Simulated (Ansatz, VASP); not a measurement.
**One calculation of CdF2, two programs**

Contents of INCAR:

```
  PREC = Accurate
  ENCUT = 600
  EDIFF = 1E-6
  ISMEAR = 0
  SIGMA = 0.02
  LREAL = F
  LASPH = T
  NELM = 100
  ALGO = Normal
  ISIF = 3
  LWAVE = F
  LCHARG = F
  GGA = PS
  IBRION = 2
  NSW = 100
  EDIFFG = -0.005
```

File KPOINTS:

```
regular mesh
0
Gamma
  8 8 8
```

The input POSCAR:

```
CdF2
1.0
    0.0000000000      2.6940000000      2.6940000000
    2.6940000000      0.0000000000      2.6940000000
    2.6940000000      2.6940000000      0.0000000000
Cd F
1 2
Direct
    0.0000000000      0.0000000000      0.0000000000
    0.2500000000      0.2500000000      0.2500000000
    0.7500000000      0.7500000000      0.7500000000
```

Input for Ansatz:

```yaml
crystal:
  lattice:
    - [0.0, 2.694, 2.694]
    - [2.694, 0.0, 2.694]
    - [2.694, 2.694, 0.0]
  atoms:
    - { symbol: Cd, position: [0.0, 0.0, 0.0] }
    - { symbol: F, position: [0.25, 0.25, 0.25] }
    - { symbol: F, position: [0.75, 0.75, 0.75] }
basis:
  ecutwfc: 520.0
kpoints:
  mp_grid: { grid: [8, 8, 8] }
hamiltonian:
  xc: pbesol
scf:
  occupations: { method: gaussian, width: 0.02 }
output:
  forces: true
  stress: true
  eigenvalues: true
  write_density: true
  write_potential: true
  elf: true
  volumetric_format: npy
relax:
  adjacent_minimum: "off"
  f_tol: 0.005
  max_steps: 80
  cell: { stress_tol: 0.05 }
```

Alike in both runs: task relaxation of cell and atoms; functional PBEsol; k mesh 8 × 8 × 8; occupations gaussian, width 0.02 eV; no spin polarisation.

|  | VASP | Ansatz |
| --- | --- | --- |
| version | VASP 6.6.1 | Ansatz 0.2.0 |
| potentials or method | VASP PAW PBE potentials, release 64 (Cd, F) | scalar-relativistic, plane waves, PAW |
| plane-wave cutoff (eV) | 600 | 520 |
| valence electrons in the cell | 26 | 34 |

Ansatz gave:

* gap on the k mesh at the Fermi level, each at its own relaxed structure (eV): 2.94
* relaxed volume (Å³/atom): 13.01
* relaxed cell length with the largest relative difference (Å): 3.807

Q: What did VASP give for the same quantities?

A: gap on the k mesh at the Fermi level, each at its own relaxed structure (eV): 2.89; relaxed volume (Å³/atom): 13.08; relaxed cell length with the largest relative difference (Å): 3.814.

The two sets of potentials don't hold the same shells in valence.

Caveats: the PAW data sets were made with another functional, which shifts forces and pressure a little (VASP). A hybrid or GW would open this gap; PBEsol tends to underestimate it. Zero-point motion and thermal expansion aren't in these numbers.
